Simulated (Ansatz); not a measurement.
# Fe (Fmmm) in Ansatz: notebook

One crystal, Fe, is run at these levels: PBEsol; tasks: single point, equation of state.

All numbers are computed with Ansatz 0.2.0; they aren't measurements. Logs are shortened: lines on timing, memory, paths and dates and some standing lists are left out, and cuts for length are marked.

## (1) Starting point

Symmetry: Fmmm, No. 69, orthorhombic system. Conventional cell: a = 2.997 Å, b = 3.883 Å, c = 3.930 Å, α = 90.00°, β = 90.00°, γ = 90.00°. Around Fe (site symmetry mmm) lie 12 Fe at 2.45 to 2.76 Å.

## (2) Single point, PBEsol, collinear spin, ferromagnetic start, 10.75 Å³/atom (volume scaled by 0.94)

Input file input.yaml:

```yaml
crystal:
  lattice:
    - [0.0, 1.9021012277, 1.9249897192]
    - [1.4678507246, 0.0, 1.9249897192]
    - [1.4678507246, 1.9021012277, 0.0]
  atoms:
    - { symbol: Fe, position: [0.0, 0.0, 0.0], spin: 3.0 }
kpoints:
  mp_grid: { grid: [13, 13, 13] }
scf:
  occupations: { method: fermi_dirac, width: 0.05 }
hamiltonian:
  xc: pbesol
  pseudopotentials: { kind: all_electron, lapw: { basis_error: 0.001 } }
magnetization:
  spin_polarized: true
output:
  forces: true
  stress: true
  eigenvalues: true
```

Potentials or basis: all-electron LAPW, scalar-relativistic.

The run is started by

```bash
ansatz run input.yaml --threads 2 --pin off --max-ram 6144MiB --backend cpu --events-out ev --progress --plain --runs-dir out
```

Log:

```text
Warning: RAYON_NUM_THREADS=2 ignored (pool sized by the plan → 2); use --threads N
LAPW: plane waves up to 9.328 Å⁻¹, error target 1.0e-3 eV per atom; small_component_spin mean_spin; Fe in spheres of 1.201 Å, 16 of its electrons in bands, Dirac shells [] (how accurate: hamiltonian.pseudopotentials.lapw.basis_error, Limitations)
Engine: ansatz 0.2.0, aarch64-unknown-linux-gnu
Pseudopotentials: kind: all_electron
Pseudopotential: Fe, LAPW, valence charge 16, lapw/all_electron/scalar/gaussian/Fe, Koelling and Harmon's equation, gaussian nucleus
Functional definition: PBEsol
  exchange = pbesol_x
  correlation = pbesol_c
Crystal: 1 atoms, lattice volume = 10.749 Å³
Basis set: ecut = 331.5365632888452 eV, 149 PW (Γ), FFT grids on a1−a2, a2, a3, exchange–correlation at level 2
Bands: 14, of which v1, the nominal top of the filled ones, is band 8 counted from 1 (7 counted from 0)
Symmetry: 8 space group operations
Space group: Fmmm (ITA 69), of the structure as read, at distance tolerance 2.2e-5 Å
Magnetic group: BNS 69.521 (UNI 619), of the structure as read, at distance tolerance 2.2e-5 Å
k-points: 343 of 2197
Non-local potential: Fe, projectors of the file, none
Initial density: superposition of atomic densities (chi_scale 0.1, normalization cell)
Starting moments: Σ|m| = 3 μB on 1 of 1 site
Initial wavefunctions: plane waves of lowest kinetic energy (no species holds an atomic orbital)
Functional: x = pbesol(κ = 0.804, μ = 0.12345679012345678), c = pbesol(β = 0.046)
iter 1 solved again at ethr=5.38e-5 eV; its pass at ethr=1.00e-1 eV (dr2=8.61e-3 eV) is discarded
SCF iter   1: F=—  HF=-34602.381154 eV  |F-HF|=—  |Δ(HF+E_count)|=         —  Δρ=4.30e-2 (↑4.30e-2 ↓3.99e-2)  dr2=8.76e-3  dr2_m=1.64e-1  M=2.168 μB ∫|m|=2.187 μB  β_m=0.30  ethr=5.38e-5  ⟨swp⟩=3.2  Hψ=72062  notcnv=0
Mixer restart at iter 1: flushing history
preconditioner: auto → none  [metal: Δε(μ)=0.005 eV  Ē_g=15.693 eV  σ=0.050 eV  W_gap=0.02  n_scr=0 (ndim 8)  ℏωp=32.0 eV  f_vac=0.000  D(μ)=1.09/eV (n_scr^D=14)]
SCF iter   2: F=—  HF=-34602.404959 eV  |F-HF|=—  |Δ(HF+E_count)|=   2.38e-2  Δρ=2.89e-2 (↑2.89e-2 ↓2.81e-2)  dr2=1.84e-3  dr2_m=7.87e-2  M=2.169 μB ∫|m|=2.200 μB  β_m=0.54  ethr=5.38e-5  ⟨swp⟩=2.1  Hψ=27500  notcnv=0
SCF iter   3: F=—  HF=-34602.473463 eV  |F-HF|=—  |Δ(HF+E_count)|=   6.85e-2  Δρ=1.27e-2 (↑1.27e-2 ↓1.04e-2)  dr2=3.31e-3  dr2_m=1.16e-2  M=2.053 μB ∫|m|=2.115 μB  β_m=0.48  ethr=1.15e-5  ⟨swp⟩=3.0  Hψ=30988  notcnv=0
iter 4 solved again at ethr=4.73e-8 eV; its pass at ethr=1.15e-5 eV (dr2=7.57e-6 eV) is discarded
SCF iter   4: F=—  HF=-34602.460373 eV  |F-HF|=—  |Δ(HF+E_count)|=   1.31e-2  Δρ=6.16e-4 (↑5.13e-4 ↓6.16e-4)  dr2=7.55e-6  dr2_m=2.87e-5  M=2.064 μB ∫|m|=2.141 μB  β_m=0.74  ethr=4.73e-8  ⟨swp⟩=2.8  Hψ=47615  notcnv=0
SCF iter   5: F=—  HF=-34602.461590 eV  |F-HF|=—  |Δ(HF+E_count)|=         —  Δρ=2.67e-4 (↑2.19e-4 ↓2.67e-4)  dr2=4.41e-7  dr2_m=5.62e-6  M=2.063 μB ∫|m|=2.142 μB  β_m=0.87  ethr=4.72e-8  ⟨swp⟩=3.0  Hψ=26091  notcnv=0
the basis was enlarged: its passes take 1022.2 KiB over the memory plan, 2 of 2 planned eigensolver slots
SCF iter   6: F=—  HF=-34602.461696 eV  |F-HF|=—  |Δ(HF+E_count)|=   1.05e-4  Δρ=1.03e-4 (↑7.15e-5 ↓1.03e-4)  dr2=2.25e-7  dr2_m=6.82e-7  M=2.060 μB ∫|m|=2.141 μB  β_m=0.78  ethr=2.76e-9  ⟨swp⟩=3.3  Hψ=28345  notcnv=0
SCF iter   7: F=—  HF=-34602.461702 eV  |F-HF|=—  |Δ(HF+E_count)|=   6.20e-6  Δρ=1.17e-5 (↑9.80e-6 ↓1.17e-5)  dr2=6.84e-9  dr2_m=8.65e-9  M=2.061 μB ∫|m|=2.141 μB  β_m=0.89  ethr=1.41e-9  ⟨swp⟩=2.5  Hψ=24934  notcnv=0
SCF iter   8: F=—  HF=-34602.461702 eV  |F-HF|=—  |Δ(HF+E_count)|=   4.49e-7  Δρ=1.97e-6 (↑1.77e-6 ↓1.97e-6)  dr2=1.45e-10  dr2_m=2.95e-10  M=2.061 μB ∫|m|=2.141 μB  β_m=0.94  ethr=4.27e-11  ⟨swp⟩=2.8  Hψ=25941  notcnv=0
SCF iter   9: F=-34602.461702 eV  HF=-34602.461702 eV  |F-HF|=4.07e-10  |Δ(HF+E_count)|=   5.92e-9  Δρ=3.52e-7 (↑3.52e-7 ↓2.47e-7)  dr2=2.04e-11  dr2_m=2.20e-12  M=2.061 μB ∫|m|=2.141 μB  ethr=1.00e-12  ⟨swp⟩=3.0  Hψ=26021  notcnv=0
SCF 1 converged in 9 iterations: F = -34602.461702 eV  dr2 = 2.04e-11
the search or the solves at the SCF's close seem to have found levels that the self-consistency loop had missed (the run counts 1). By its estimate they hold under 1e-12 electrons; where the run keeps them, the occupations were computed again with them
SCF converged after 9 iterations
Magnetization: 2.0607 μB (9.0304 up, 6.9696 down)
Absolute magnetization: 2.1409 μB (∫|ρ↑−ρ↓|)
Spin contamination: 0.0268 ħ² per cell (⟨S²⟩ above its minimum at these occupations)
Per-site moments (μB) at R_I (Å): [(2.0995749508699255, 1.2013091461079417)]
Free energy (F): -34602.461702 eV
Harris-Foulkes:  -34602.461702 eV  (|F-HF|=4.07e-10)
Internal energy: -34602.453611 eV  (E = F + TS)
E sigma→0 (E₀):  -34602.457656 eV
Entropy (-TS):   -0.008092 eV (-8.092 meV/atom)
Fermi energy:    19.881498 eV
--- Per-component energies (eV) ---
  E_band       = -191.875077
  E_kinetic    = 35075.268554
  E_xc         = -1490.594345
  E_electrostatic = -68187.127820  (all electrons and nuclei)
  E_smearing   = -0.008092  (= −TS)
  E_closure    = 0.000000  (closes the sum)
  E_atoms      = -34592.699444  (free atoms, spherical and without spin; not in F)
  Σ components = -34602.461702   (vs F -34602.461702, Δ=0.00e0)
  Basis errors (estimates in eV, not in F): energy 2.6e-4 per atom: plane waves 2.3e-4 (1.2e-4 summed), levels above the bands 2.4e-196, relativity 8.4e-9, radial functions 3.3e-5, core shells 1.2e-8; eigenvalues (radial functions only) 1.9e-5; not estimated: angular momenta, meshes, grids; target (lapw.basis_error) 1.0e-3; muffin-tin radii Fe 1.201 Å
--- Forces (eV/Å), atoms counted from 1 ---
  atom   1  Fe     0.00000000     0.00000000     0.00000000
  max |Σ_I F_I| component: 0.00e0 eV/Å
--- Stress (GPa, compression-positive) ---
       -5.902816       0.000000       0.000000
        0.000000       6.502529       0.000000
        0.000000       0.000000       3.897399
  P = ⅓ Tr σ = 1.4990 GPa (14.990 kbar)
--- Band table (eV; the first three rows and the last of 686) ---
  k-point 0 ↑: bands = ["-68.0095", "-33.8959", "-33.8837", "-33.8739", "10.8782", "17.2372", "17.3423", "17.7326", "18.5110", "18.9465", "43.4150", "44.9862", "45.2711", "50.0742"]
  k-point 1 ↑: bands = ["-68.0039", "-33.9191", "-33.8907", "-33.8821", "11.1281", "17.2510", "17.3519", "17.7756", "18.4689", "18.9153", "42.6740", "44.2908", "45.0672", "49.3525"]
  k-point 2 ↑: bands = ["-67.9881", "-33.9996", "-33.9126", "-33.8861", "11.8446", "17.2033", "17.2646", "18.0712", "18.3957", "18.8642", "39.9623", "43.2260", "44.8596", "48.5050"]
  k-point 342 ↓: bands = ["-65.4492", "-31.9929", "-31.6865", "-31.5115", "15.8769", "17.3515", "20.1760", "21.6159", "21.9906", "23.0497", "29.4437", "36.7286", "39.0144", "44.2952"]
```

It took 27 s on 2 threads of Arm Neoverse V2, shared host; peak memory 0.6 GiB.

Results:

* Free energy: -34602.4617 eV
* Pressure: 1.5 GPa
* Band gap on the k mesh: none (metal or under the smearing width)
* Net moment: 2.06 μB per cell
* Absolute moment: 2.14 μB per cell
* Site moments: Fe +2.10 μB

## (3) Single point, PBEsol, collinear spin, ferromagnetic start, 10.98 Å³/atom (volume scaled by 0.96)

Changes to input.yaml since step 2:

```diff
@@ -2,5 +2,5 @@
   lattice:
-    - [0.0, 1.9021012277, 1.9249897192]
-    - [1.4678507246, 0.0, 1.9249897192]
-    - [1.4678507246, 1.9021012277, 0.0]
+    - [0.0, 1.9154967481, 1.9385464314]
+    - [1.4781880421, 0.0, 1.9385464314]
+    - [1.4781880421, 1.9154967481, 0.0]
   atoms:
```

Potentials or basis: all-electron LAPW, scalar-relativistic.

The run is started by

```bash
ansatz run input.yaml --threads 2 --pin off --max-ram 6144MiB --backend cpu --events-out ev --progress --plain --runs-dir out
```

Wall time 27 s (2 threads of Arm Neoverse V2, shared host); peak memory 0.6 GiB.

The run converged. Its results:

| Property | Result |
| --- | --- |
| Free energy | -34602.4605 eV |
| Pressure | -3.1 GPa |
| Band gap on the k mesh | none (metal or under the smearing width) |
| Net moment | 2.09 μB per cell |
| Absolute moment | 2.18 μB per cell |
| Site moments | Fe +2.14 μB |

## (4) Single point, PBEsol, collinear spin, ferromagnetic start, 11.21 Å³/atom (volume scaled by 0.98)

Changes to input.yaml since step 3:

```diff
@@ -2,5 +2,5 @@
   lattice:
-    - [0.0, 1.9154967481, 1.9385464314]
-    - [1.4781880421, 0.0, 1.9385464314]
-    - [1.4781880421, 1.9154967481, 0.0]
+    - [0.0, 1.9287074879, 1.9519161397]
+    - [1.4883827645, 0.0, 1.9519161397]
+    - [1.4883827645, 1.9287074879, 0.0]
   atoms:
```

The run is started by

```bash
ansatz run input.yaml --threads 2 --pin off --max-ram 6144MiB --backend cpu --events-out ev --progress --plain --runs-dir out
```

Wall time 27 s (2 threads of Arm Neoverse V2, shared host); peak memory 0.6 GiB.

It converged, with:

* Free energy: -34602.4531 eV
* Pressure: -7.1 GPa
* Band gap on the k mesh: none (metal or under the smearing width)
* Net moment: 2.13 μB per cell
* Absolute moment: 2.22 μB per cell
* Site moments: Fe +2.17 μB

## (5) Single point, PBEsol, collinear spin, ferromagnetic start, 11.44 Å³/atom

Changes to input.yaml since step 4:

```diff
@@ -2,5 +2,5 @@
   lattice:
-    - [0.0, 1.9287074879, 1.9519161397]
-    - [1.4883827645, 0.0, 1.9519161397]
-    - [1.4883827645, 1.9287074879, 0.0]
+    - [0.0, 1.9417396906, 1.9651051623]
+    - [1.4984397099, 0.0, 1.9651051623]
+    - [1.4984397099, 1.9417396906, 0.0]
   atoms:
```

The run is started by

```bash
ansatz run input.yaml --threads 2 --pin off --max-ram 6144MiB --backend cpu --events-out ev --progress --plain --runs-dir out
```

It took 27 s on 2 threads of Arm Neoverse V2, shared host; peak memory 0.6 GiB.

It converged, with:

```
Free energy            : -34602.4404 eV
Pressure               : -10.5 GPa
Band gap on the k mesh : none (metal or under the smearing width)
Net moment             : 2.17 μB per cell
Absolute moment        : 2.27 μB per cell
Site moments           : Fe +2.22 μB
```

## (6) Single point, PBEsol, collinear spin, ferromagnetic start, 11.66 Å³/atom (volume scaled by 1.02)

Changes to input.yaml since step 5:

```diff
@@ -2,5 +2,5 @@
   lattice:
-    - [0.0, 1.9417396906, 1.9651051623]
-    - [1.4984397099, 0.0, 1.9651051623]
-    - [1.4984397099, 1.9417396906, 0.0]
+    - [0.0, 1.9545992686, 1.978119483]
+    - [1.5083634409, 0.0, 1.978119483]
+    - [1.5083634409, 1.9545992686, 0.0]
   atoms:
```

Potentials or basis: all-electron LAPW, scalar-relativistic.

The run is started by

```bash
ansatz run input.yaml --threads 2 --pin off --max-ram 6144MiB --backend cpu --events-out ev --progress --plain --runs-dir out
```

It took 27 s on 2 threads of Arm Neoverse V2, shared host; peak memory 0.61 GiB.

Results (log left out):

| Quantity | Value |
| --- | --- |
| Free energy | -34602.4233 eV |
| Pressure | -13.4 GPa |
| Band gap on the k mesh | none (metal or under the smearing width) |
| Net moment | 2.22 μB per cell |
| Absolute moment | 2.32 μB per cell |
| Site moments | Fe +2.27 μB |

## (7) Single point, PBEsol, collinear spin, ferromagnetic start, 11.89 Å³/atom (volume scaled by 1.04)

Changes to input.yaml since step 6:

```diff
@@ -2,5 +2,5 @@
   lattice:
-    - [0.0, 1.9545992686, 1.978119483]
-    - [1.5083634409, 0.0, 1.978119483]
-    - [1.5083634409, 1.9545992686, 0.0]
+    - [0.0, 1.9672918273, 1.9909647747]
+    - [1.5181582831, 0.0, 1.9909647747]
+    - [1.5181582831, 1.9672918273, 0.0]
   atoms:
```

The run is started by

```bash
ansatz run input.yaml --threads 2 --pin off --max-ram 6144MiB --backend cpu --events-out ev --progress --plain --runs-dir out
```

Run time: 27 s. Hardware: 2 threads of Arm Neoverse V2, shared host; peak memory 0.61 GiB.

The run converged. Its results:

```
Free energy            : -34602.4024 eV
Pressure               : -15.8 GPa
Band gap on the k mesh : none (metal or under the smearing width)
Net moment             : 2.27 μB per cell
Absolute moment        : 2.38 μB per cell
Site moments           : Fe +2.32 μB
```

## (8) Single point, PBEsol, collinear spin, ferromagnetic start, 12.12 Å³/atom (volume scaled by 1.06)

Changes to input.yaml since step 7:

```diff
@@ -2,5 +2,5 @@
   lattice:
-    - [0.0, 1.9672918273, 1.9909647747]
-    - [1.5181582831, 0.0, 1.9909647747]
-    - [1.5181582831, 1.9672918273, 0.0]
+    - [0.0, 1.9798226863, 2.0036464209]
+    - [1.5278283418, 0.0, 2.0036464209]
+    - [1.5278283418, 1.9798226863, 0.0]
   atoms:
```

The run is started by

```bash
ansatz run input.yaml --threads 2 --pin off --max-ram 6144MiB --backend cpu --events-out ev --progress --plain --runs-dir out
```

Run time: 26 s. Hardware: 2 threads of Arm Neoverse V2, shared host; peak memory 0.6 GiB.

The run converged. Its results:

* Free energy: -34602.3783 eV
* Pressure: -17.9 GPa
* Band gap on the k mesh: none (metal or under the smearing width)
* Net moment: 2.32 μB per cell
* Absolute moment: 2.43 μB per cell
* Site moments: Fe +2.37 μB

## (9) Equation of state, PBEsol, collinear spin, ferromagnetic start

Potentials or basis: all-electron LAPW, scalar-relativistic.

This step only gathers the single runs of the series.

Results:

* Equilibrium volume: 10.82 Å³/atom
* Bulk modulus at fixed shape and positions: 228 GPa
* Pressure derivative of the bulk modulus: 6.5

Energy against volume, from the lowest point:
| volume (Å³/atom) | energy (meV/atom) |
| --- | --- |
| 10.749 | 0.00 |
| 10.978 | 1.22 |
| 11.207 | 8.62 |
| 11.435 | 21.31 |
| 11.664 | 38.44 |
| 11.893 | 59.29 |
| 12.121 | 83.39 |

Caveat: the cell was scaled at fixed shape and fractional positions, which overstates the stiffness of a crystal with free parameters, most of all of layers and chains.
